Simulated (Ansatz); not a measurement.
# Slab bands of honeycomb SnTe, single, part 3 of 3

Wanted: the bands of honeycomb SnTe, single, and its levels against the vacuum.

Ansatz 0.2.0; plane-wave DFT, PBE-D3(BJ), Ansatz PAW (the session's first sound run).

So far, gap along the path (eV): step 3 (bands and layer weights, PBE) 1.91; step 4 (with spin-orbit coupling, PBE spin-orbit) 1.60; step 5 (close to the zone centre, PBE spin-orbit) 1.80.

## (7) A changed input: accuracy = "high" and scf.initial_density.chi_scale = 0.0

This step: plane-wave DFT, PBE, Ansatz PAW (Ansatz 0.2.0).

A run with a changed input: it repeats the earlier run with accuracy to high and scf.initial_density.chi_scale to 0.0; its output block differs too.

File input.yaml:

```yaml
crystal:
  lattice:
    - [4.18, 0.0, 0.0]
    - [-2.09, 3.6199861878, 0.0]
    - [0.0, 0.0, 19.69]
  atoms:
    - { symbol: Te, position: [0.6666666667, 0.3333333333, 0.4572231714] }
    - { symbol: Sn, position: [0.3333333333, 0.6666666667, 0.5427768286] }
kpoints:
  mp_grid: { grid: [12, 12, 1] }
  band_path:
    path: [[0, 0, 0], [0.5, 0, 0], [0.33333333, 0.33333333, 0], [0, 0, 0]]
    npoints: 24
hamiltonian:
  xc: pbe
scf:
  occupations: { method: fermi_dirac, width: 0.05 }
  convergence: { dr2_threshold: 1.0e-09 }
  initial_density: { chi_scale: 0.0 }
efield:
  axis: 3
  dipole_correction: true
  ramp_position: 0.97
  ramp_width: 0.06
output:
  fatbands: true
  dos: { projected: true, e_range: [-8, 5] }
  write_potential: true
  write_density: true
  volumetric_format: npy
accuracy: high
```

Started as:

```bash
ansatz run input.yaml --threads 2 --pin off --max-ram 3072MiB --backend cpu --events-out ev --progress --plain --runs-dir out
```

Numbers of over 12 decimals in the logs are rounded to 6 here.

The program printed:

```text
[...]
Crystal: 2 atoms, lattice volume = 297.940 Å³
Basis set: ecut = 420 eV, 5711 PW (Γ)
Bands: 19, of which v1, the nominal top of the filled ones, is band 15 counted from 1 (14 counted from 0)
Symmetry: 6 space group operations
[...]
k-points: 19 of 144 (time reversal used)
[...]
SCF iter  10: F=-13004.505492 eV  HF=-13004.505492 eV  |F-HF|=4.55e-11  |Δ(HF+E_count)|=  5.68e-10  Δρ=1.34e-7  dr2=1.22e-10  ethr=3.33e-12  p=0.045 e·Å  D=2.76e-2 V/Å  ΔV_dip=-0.54 eV  dr2_dipole=1.06e-11  V_vac-E_F(+/−)=4.06/4.61 eV  ⟨swp⟩=4.8  Hψ=1105  notcnv=0
SCF 1 converged in 10 iterations: F = -13004.505492 eV  dr2 = 1.22e-10
[...]
SCF converged after 10 iterations
Free energy (F): -13004.505492 eV
[...]
Internal energy: -13004.505492 eV  (E = F + TS)
E sigma→0 (E₀):  -13004.505492 eV
Fermi energy:    -1.435230 eV
Dipole field:    D = 0.027555 V/Å  (p = 0.045369 e·Å, saw-weighted, corrected)
Work function:   Φ+ = 4.0632 eV   Φ− = 4.6057 eV
[...]
--- Band table (eV; the first three rows and the last of 19) ---
  k-point 0: bands = [... 11 lower, -7.8808, -2.6417, -2.3823, -2.3823, -0.2578, 1.3416, 1.3416, 2.3137]
  k-point 1: bands = [... 11 lower, -7.8695, -2.9504, -2.5441, -2.4940, 0.0892, 1.1657, 1.4400, 2.4086]
  k-point 2: bands = [... 11 lower, -7.8609, -3.7903, -2.7637, -2.5151, 0.0576, 1.3256, 1.6346, 2.6671]
  k-point 18: bands = [... 11 lower, -8.5592, -5.2661, -4.0862, -3.2959, -0.3120, 1.3598, 1.8797, 4.7026]
```

Run time: 44 s. Hardware: 2 threads of Arm Neoverse N1, shared host; peak memory 0.56 GiB.

This step gave:

```
dipole along the normal            : 0.04537 e·Å
gap along the path                 : 1.906 eV
smallest direct gap along the path : 2.124 eV
step between the vacuum levels     : -0.5426 eV
ionisation energy, upper face      : 5.010 eV
electron affinity, upper face      : 3.104 eV
ionisation energy, lower face      : 5.553 eV
gap, the smaller of path and mesh  : 1.906 eV
```

The density of states has structure finer than the step of the table below, so its rows give means over 0.25 eV, whole bins alone (the curve runs from -8 to 2.95 eV). Peaks (eV: height): -7.090: 6.99, -6.440: 9.32, -3.410: 10.2, -2.750: 4.95, -1.780: 9.03, -1.060: 8.63, 1.510: 4.87.

The density of states by energy, zero at the Fermi level of the run, which the smearing sets inside the gap; means over each step:

| energy (eV) | density of states (states/eV a cell) |
| --- | --- |
| -7.50 | 0 |
| -7.25 | 0.0887 |
| -7.00 | 3.14 |
| -6.75 | 1.68 |
| -6.50 | 2.70 |
| -6.25 | 0 |
| -6.00 | 0 |
| -5.75 | 0 |
| -5.50 | 0 |
| -5.25 | 0 |
| -5.00 | 0 |
| -4.75 | 0 |
| -4.50 | 0 |
| -4.25 | 0 |
| -4.00 | 0 |
| -3.75 | 0.468 |
| -3.50 | 2.67 |
| -3.25 | 2.45 |
| -3.00 | 1.01 |
| -2.75 | 2.61 |
| -2.50 | 1.42 |
| -2.25 | 1.74 |
| -2.00 | 1.23 |
| -1.75 | 3.62 |
| -1.50 | 2.34 |
| -1.25 | 2.37 |
| -1.00 | 2.10 |
| -0.75 | 0 |
| -0.50 | 0 |
| -0.25 | 0 |
| 0.00 | 0 |
| 0.25 | 0 |
| 0.50 | 0 |
| 0.75 | 0 |
| 1.00 | 0.661 |
| 1.25 | 3.03 |
| 1.50 | 4.03 |
| 1.75 | 0.274 |
| 2.00 | 0 |
| 2.25 | 0.865 |
| 2.50 | 3.76 |
| 2.75 | 3.25 |

Projected DOS per atom over height of the atomic layer and energy from the Fermi level. Layers: Te Sn from below.

Ten even steps from '0' (0.00 states/eV) to '9' (2.23 states/eV), each cell a mean:
```
39
13
13
47
00
00
00
00
75
64
51
52
74
10
00
00
00
00
12
25
13
00
```
Columns: height of the atomic layer (Å) from 9.00 to 10.7; rows upwards: energy from the Fermi level (eV) from -7.96 to 2.94.

Electronic bands along the path, in eV, zero at the Fermi level of the run, which the smearing sets inside the gap:

| point | band 12 | band 13 | band 14 | band 15 | band 16 | band 17 | band 18 | band 19 |
| --- | --- | --- | --- | --- | --- | --- | --- | --- |
| Γ | -6.45 | -1.21 | -0.95 | -0.95 | 1.18 | 2.78 | 2.78 | 3.75 |
| halfway | -6.50 | -3.06 | -1.64 | -1.11 | 1.10 | 2.94 | 3.20 | 4.39 |
| M | -7.13 | -3.36 | -2.14 | -1.88 | 1.18 | 2.15 | 3.17 | 4.68 |
| halfway | -7.11 | -3.48 | -2.69 | -1.80 | 1.46 | 2.66 | 2.78 | 5.11 |
| K | -7.12 | -3.83 | -2.65 | -1.86 | 1.12 | 2.79 | 3.31 | 6.14 |
| halfway | -6.56 | -3.08 | -2.33 | -1.10 | 1.62 | 2.56 | 3.20 | 4.64 |
| Γ | -6.45 | -1.21 | -0.95 | -0.95 | 1.18 | 2.78 | 2.78 | 3.75 |

The electronic bands as a text plot (rows in eV, shown from -7.1 to 3.7 only):

```
    3.5 |                               ++++++++++
    3.1 |   ++++++++++++++++++++++  ++++          +++++++++++++
    2.6 |+++++++     +++++        +++++++++++++    ++++++++++++++
    2.2 |                 ++++++++             ++++
    1.7 |   ++++                  +            +++++++++++++++
    1.3 |+++    +++++    +++++++++ ++++++++++++               +++
    0.8 |            ++++
    0.3 |
   -0.1 |
   -0.6 |
   -1.0 |************                              **************
   -1.5 | ***  ***** *****                   ******      *** ***
   -1.9 |    **     *************************         ***  **
   -2.4 |      **             ****                  **   **
   -2.8 |        **               **************  **  ***
   -3.3 |          *****************           *******
   -3.7 |                           ***********
   -4.2 |
   -4.6 |
   -5.1 |
   -5.5 |
   -6.0 |
   -6.5 |*************                              *************
   -6.9 |             ******************************
         Γ                   M           K                      Γ
```

| quantity | this run | earlier run | difference |
| --- | --- | --- | --- |
| ionisation energy, upper face (eV) | 5.010 | 5.010 | -4.6e-5 |
| electron affinity, upper face (eV) | 3.104 | 3.104 | -4.1e-5 |
| dipole along the normal (e·Å) | 0.04537 | 0.04537 | 3.9e-6 |
| gap along the path (eV) | 1.906 | 1.906 | -5.0e-6 |
| smallest direct gap along the path (eV) | 2.124 | 2.124 | -3.0e-6 |
| gap on the k-mesh (eV) | 1.906 | 1.906 | -5.1e-6 |

Nothing in the table moves by 0.01 in its unit (for the dipole 0.5 % and 5e-5 e·Å). The run took 10 SCF cycles against 8.

## (8) Results

* ionisation energy, upper face, without spin-orbit coupling: 5.01 eV
* electron affinity, upper face, without spin-orbit coupling: 3.10 eV
* ionisation energy, upper face, with spin-orbit coupling: 4.73 eV
* electron affinity, upper face, with spin-orbit coupling: 3.13 eV
* gap without spin-orbit coupling: 1.91 eV
* gap with spin-orbit coupling: 1.60 eV
* largest split over 2k that stays linear in k: 0.915 eV Å

The slab is too thin to part surface from interior; its gap is 1.91 eV. Spin-orbit coupling changes the gap from 1.91 to 1.60 eV. The strongest linear splitting near the zone centre, 0.92 eV·Å, belongs to the levels at -1.70 eV. Semilocal functionals give gaps that are too small, and confinement in a thin slab widens them. The in-plane lattice is held at a typed value, so part of the relaxation answers the strain against the functional's own lattice constant. Image-potential states are missing at this level, since the potential falls off too fast in the vacuum.

[Logs are printed without paths, hosts, clocks, repeated set-up lines and the standing remarks that a program may print on its own settings, such as how far it seeks lower states.]

[Hosts, paths, dates, database ids (printed as entryN), source tags and the programs' standing remarks are cut or masked in the printed files.]

[Maps of the electrostatic potential energy from Ansatz leave out the sawtooth potential of an applied field or a dipole correction, so their vacuum need not be flat; planar profiles and work functions include it.]

[The density of states shown here was stored with 400 of the rows of the run's finer table, so its peaks can read low, often by over a quarter, or be missed, and its means over a window can be off by a tenth or more.]
